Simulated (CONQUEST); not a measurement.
Zn under changes of volume

One of the cells (15.330 Å³/atom); the others are scaled copies at fixed shape and fractional positions:

```
Zn
1.0
     2.67000    0.00000    0.00000
     0.00000    4.62458    0.00000
     0.00000    0.00000    4.96600
Zn
4
Cartesian
  0.0000 1.5415 1.2415
  1.3350 3.8538 1.2415
  0.0000 3.0831 3.7245
  1.3350 0.7708 3.7245
```

* Program: CONQUEST 1.3
* Functional: PBEsol
* Potentials or basis: PseudoDojo NC PBEsol, DZP, grid of 32 × 48 × 48 points
* k mesh: 10 × 6 × 6
* Occupations: fermi-dirac, width 0.05 eV
* Spin: no spin polarisation

| volume (Å³/atom) | energy over the lowest point (meV/atom) | pressure (GPa) | largest force (eV/Å) |
| --- | --- | --- | --- |
| 14.410 | 3.33 | 2.7 | 0.006 |
| 14.716 | 0.00 | 0.8 | 0.001 |
| 15.023 | ? | ? | ? |
| 15.330 | 3.41 | -2.5 | 0.004 |
| 15.636 | 9.52 | -3.7 | 0.002 |
| 15.943 | 17.95 | -4.9 | 0.001 |
| 16.249 | 28.22 | -5.9 | 0.002 |

Problem. What does the run at 15.023 Å³/atom give?

Solution. Energy over the lowest point 0.10 meV/atom; pressure -0.8 GPa; largest force 0.001 eV/Å.

Worked out: A Birch-Murnaghan fit of order 3 (a polynomial in V^(-2/3)) to the other rows has its minimum at 14.85 Å³/atom with B0 = V·E''(V) = 86 GPa and B' = 6.0 at fixed shape and positions, which overstates the stiffness. It gives 0.14 meV/atom at 15.023 Å³/atom, against the run's 0.10, and -dE/dV = -1.0 GPa, against -0.8.

Energies are extrapolated to zero smearing.

Caveats: the basis of atomic orbitals isn't converged, which shifts pressures, moduli and gaps.
